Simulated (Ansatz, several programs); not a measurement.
PbTe (h-MgO type), relaxed with PBE in Ansatz (plane waves, PAW): the symmetry is P6_3/mmc (No. 194, hexagonal); a = 5.528 Å, c = 6.618 Å in the conventional setting, 43.78 Å³ an atom. Pb has 5 Te at 3.19–3.31 Å; Te has 5 Pb at 3.19–3.31 Å. The cell was then scaled with its shape and fractional coordinates held, which makes it stiffer than a relaxed compression. Computed, not measured; no magnetism was allowed, and whether the structure is a known phase isn't checked.

```
V (Å³/atom)  E (meV/atom)
     41.154         16.73
     42.467          4.10
     43.781          0.00
     46.408         12.46
```

Question: Pass a cubic E = c₀ + c₁u + c₂u² + c₃u³, with u = V − 43.453 Å³, through these points.

Answer: c₀ = 0.29, c₁ = -1.601, c₂ = 2.205, c₃ = -0.0911 (meV and Å³).

Question: Where is the minimum, and what bulk modulus follows?

Answer: dE/du = 0 at u = +0.372, so V₀ = 43.82 Å³. B = V₀ d²E/dV² = 43.82 × (2c₂ + 6c₃u) = 43.82 × 4.206 = 184 meV/Å³, and 1 meV/Å³ is 0.16022 GPa: 30 GPa. A third-order Birch-Murnaghan fit to all five points gives 43.83 Å³ and 29 GPa.

Question: Predict the energy and the pressure at the withheld volume, 45.094 Å³.

Answer: With u = +1.641: E ≈ 3.20 meV and P = −dE/dV ≈ -0.78 GPa. The run gives 3.15 meV and, from its stress, -0.78 GPa.
